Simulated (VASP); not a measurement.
Wanted: the native input for a VASP 6.6.1 run.

```yaml
Task: single point
Functional: PBEsol
Potentials_or_basis: VASP PAW PBE potentials, release 64 (Ca_sv, Se)
Cutoff: 520 eV
k_mesh: 8 × 8 × 8
Occupations: gaussian, width 0.02 eV
Spin: no spin polarisation
Dipole_correction: no
Further_INCAR_settings: ALGO = Fast; EDIFF = 1e-07; NBANDS = 15
```

The structure of CaSe lies in POSCAR:

```
CaSe
1.0
    0.0000000000      3.1277140400      3.1277140400
    3.0685940400      0.0591200000      3.0685940400
    3.1277140400      3.1277140400      0.0000000000
Ca Se
1 1
Direct
    0.0000000000      0.0000000000      0.0000000000
    0.5000000000      0.5000000000      0.5000000000
```

The cell isn't the ideal one: strained and moved within a subgroup.

These files were run (other wordings do the same):

INCAR

```
PREC     = Accurate       # precision mode
ENCUT    = 520            # plane-wave cutoff, eV
EDIFF    = 1E-7           # SCF threshold, eV
ISMEAR   = 0              # smearing method
SIGMA    = 0.02           # smearing width, eV
LREAL    = F              # projectors in reciprocal space
LASPH    = T              # aspherical terms in the spheres
NELM     = 100            # most SCF steps
ALGO     = Fast           # electronic algorithm
ISIF     = 2              # what is computed and relaxed
LWAVE    = F              # write WAVECAR
LCHARG   = F              # write CHGCAR
GGA      = PS             # functional
NBANDS   = 15             # bands
```

KPOINTS

```
Automatic mesh
0
Gamma
  8 8 8
```

Potentials or basis: VASP PAW PBE potentials, release 64 (Ca_sv, Se).

The run is started by

```bash
$ cat potpaw_PBE.64/Ca_sv/POTCAR potpaw_PBE.64/Se/POTCAR > POTCAR
$ mpirun -np 1 vasp_std > vasp.out
```

It gave:

```yaml
Pressure: -5.9 GPa
Band_gap_on_the_k_mesh: 2.11 eV, indirect (least direct gap 2.40 eV)
```

Caveat: the PAW data sets were made with another functional, which shifts forces and pressure a little.

Run time: 71 s on 1 thread of Intel(R) Xeon(R) Platinum 8488C (Sapphire Rapids) (shared host), peak memory 0.23 GiB.
